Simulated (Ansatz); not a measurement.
**TiAl3: strain energy, fitted**

TiAl3, I4/mmm, a = 3.845 Å, c = 8.623 Å. Ansatz: PBE, PAW, 420 eV, Γ-centred 10×10×4 mesh on 8 atoms, Gaussian smearing 0.10 eV; no spin polarisation. Series: biaxial strain in the a-b plane, c and atoms relaxed; x is the strain in per cent. y is the free energy over the unstrained cell, V0 = 15.938 Å³/atom.

```
x (%) y (meV/atom)
 -3.0             ?
 -2.0         10.89
 -1.0          2.59
  0.0          0.00
  1.0          2.63
  2.0          9.96
  3.0         21.46
```

Problem. Fit y = c2 x² + c3 x³ to the other rows, turn c2 into a modulus, and predict the missing energy.

Solution. Least squares on the rows shown. y = 2.5929 x² − 0.067581 x³. In eV per unit strain² c2 is 25.93; M is the biaxial modulus (E = M V0 ε²): 25.93 × 160.2 / (15.938) = 261 GPa. The unstrained cell keeps some stress along the strain, worth a slope of 0.09 meV/atom per %, which the form leaves out. At x = -3.0 the fit asked for gives 25.16 meV/atom. The run gave 25.42 meV/atom, so the fit is 0.26 meV/atom too low, 1 % of the span of the series, against an rms of 0.08 meV/atom on the fitted rows. The row lies outside the fitted range. With a term in x⁴ added, a fit to the same known rows predicts 24.57 meV/atom, further off still.